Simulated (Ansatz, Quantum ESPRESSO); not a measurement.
Given: the input of a run of Ansatz 0.2.0 on HfO2. Measurements of this composition are mostly on another form, of space group No. 14.

Contents of input.yaml:

```yaml
crystal:
  lattice:
    - [0.0, 2.5575, 2.5575]
    - [2.5575, 0.0, 2.5575]
    - [2.5575, 2.5575, 0.0]
  atoms:
    - { symbol: Hf, position: [0.0, 0.0, 0.0] }
    - { symbol: O, position: [0.75, 0.75, 0.75] }
    - { symbol: O, position: [0.25, 0.25, 0.25] }
hamiltonian:
  xc: pbesol
  pseudopotentials: { kind: paw }
kpoints:
  mp_grid: { grid: [9, 9, 9] }
scf:
  occupations: { method: fermi_dirac, width: 0.05 }
output:
  forces: true
  stress: true
  eigenvalues: true
```

Potentials or basis: Ansatz PAW.

Run with:

```console
$ ansatz run input.yaml --threads 1 --pin off --max-ram 3584MiB --backend cpu --events-out ev --progress --plain --runs-dir out
```

Set up the same calculation for Quantum ESPRESSO 7.5. Potentials or basis there: GBRV 1.5 PBEsol, cutoff 612 eV.

As run (cutoffs and basis follow the program's own potentials, and thresholds, step limits or extra output files can differ):

The input pw.in:

```
&CONTROL
  calculation = 'scf'
  prefix = 'pwscf'
  outdir = './tmp'
  pseudo_dir = './pseudo'
  tprnfor = .true.
  tstress = .true.
  disk_io = 'low'
/
&SYSTEM
  ibrav = 0
  nat = 3
  ntyp = 2
  ecutwfc = 45
  ecutrho = 360
  nbnd = 19
  occupations = 'smearing'
  smearing = 'fd'
  degauss = 0.00367493
/
&ELECTRONS
  conv_thr = 6d-10
  electron_maxstep = 120
  mixing_beta = 0.5
/
ATOMIC_SPECIES
Hf   178.4900 hf_pbesol_v1.uspp.F.UPF
O     15.9990 o_pbesol_v1.2.uspp.F.UPF
CELL_PARAMETERS angstrom
   0.0000000000    2.5575000000    2.5575000000
   2.5575000000    0.0000000000    2.5575000000
   2.5575000000    2.5575000000    0.0000000000
ATOMIC_POSITIONS crystal
Hf     0.0000000000    0.0000000000    0.0000000000
O      0.7500000000    0.7500000000    0.7500000000
O      0.2500000000    0.2500000000    0.2500000000
K_POINTS automatic
9 9 9 0 0 0
```

File pp_density.in:

```
&INPUTPP
  prefix = 'pwscf'
  outdir = './tmp'
  filplot = 'density.dat'
  plot_num = 0
/
&PLOT
  nfile = 1
  filepp(1) = 'density.dat'
  iflag = 3
  output_format = 6
  fileout = 'density.cube'
/
```

pp_potential.in

```
&INPUTPP
  prefix = 'pwscf'
  outdir = './tmp'
  filplot = 'potential.dat'
  plot_num = 11
/
&PLOT
  nfile = 1
  filepp(1) = 'potential.dat'
  iflag = 3
  output_format = 6
  fileout = 'potential.cube'
/
```

Potentials or basis: GBRV 1.5 PBEsol.

Command:

```bash
$ OMP_NUM_THREADS=1 mpirun -n 2 pw.x -nk 2 -in pw.in > pw.out
$ OMP_NUM_THREADS=1 mpirun -n 1 pp.x -in pp_density.in > pp_density.out
$ OMP_NUM_THREADS=1 mpirun -n 1 pp.x -in pp_potential.in > pp_potential.out
```

Both were run:

|  | Ansatz | Quantum ESPRESSO |
| --- | --- | --- |
| Pressure | -10.2 GPa | -12.3 GPa |

Ansatz's pressure holds a Pulay term of +0.91 GPa for its cutoff of 420 eV, which the other run lacks.

The potentials hold 38 and 24 valence electrons a cell.

Ansatz's potentials were made for PBE.

Where Ansatz's input types no cutoff or centring, it takes its own default and a Γ-centred mesh.

The cell lies far from this level's equilibrium.

Pressure is positive in compression.
